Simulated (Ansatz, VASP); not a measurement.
## One calculation of HfC, two programs

File INCAR:

```
SYSTEM = HfC
  PREC = Accurate
  ENCUT = 520
  EDIFF = 1E-6
  ISMEAR = 0
  SIGMA = 0.15
  LREAL = .False.
  LASPH = .True.
  NELM = 60
  ALGO = Normal
  ISIF = 2
  LWAVE = .False.
  LCHARG = .True.
  GGA = PE
  LELF = .True.
  LVHAR = .True.
  NBANDS = 14
```

Contents of KPOINTS:

```
Automatic mesh
0
Gamma
  18 18 18
  0 0 0
```

Contents of POSCAR:

```
HfC
1.0
    0.0000000000      2.3250000000      2.3250000000
    2.3250000000      0.0000000000      2.3250000000
    2.3250000000      2.3250000000      0.0000000000
Hf C
1 1
Direct
    0.5000000000      0.5000000000      0.5000000000
    0.0000000000      0.0000000000      0.0000000000
```

Input for Ansatz:

```yaml
crystal:
  lattice:
    - [0.0, 2.325, 2.325]
    - [2.325, 0.0, 2.325]
    - [2.325, 2.325, 0.0]
  atoms:
    - { symbol: Hf, position: [0.5, 0.5, 0.5] }
    - { symbol: C, position: [0.0, 0.0, 0.0] }
basis:
  ecutwfc: 420
kpoints:
  mp_grid: { grid: [18, 18, 18] }
hamiltonian:
  xc: pbe
scf:
  occupations: { method: gaussian, width: 0.15 }
output:
  forces: true
  stress: true
  eigenvalues: true
```

Alike in both runs: task single point; functional PBE; k mesh 18 × 18 × 18; occupations gaussian, width 0.15 eV; no spin polarisation.

|  | VASP | Ansatz |
| --- | --- | --- |
| version | VASP 6.6.1 | Ansatz 0.2.0 |
| potentials or method | VASP PAW PBE potentials, release 64 (Hf_pv, C) | scalar-relativistic, plane waves, PAW |
| plane-wave cutoff (eV) | 520 | 420 |
| valence electrons in the cell | 14 | 30 |

```csv
,VASP,Ansatz,Ansatz less VASP
gap on the k mesh at the Fermi level (eV),none,none,-
pressure (GPa),-0.5,0.2,+0.67
```

A gap of «none» marks a metal or a gap that the smearing closes. The functional is the same, so the differences come from potentials, cutoffs and numerics. The two sets of potentials don't hold the same shells in valence.

Spin-orbit coupling is left out, which matters for the levels of Hf.
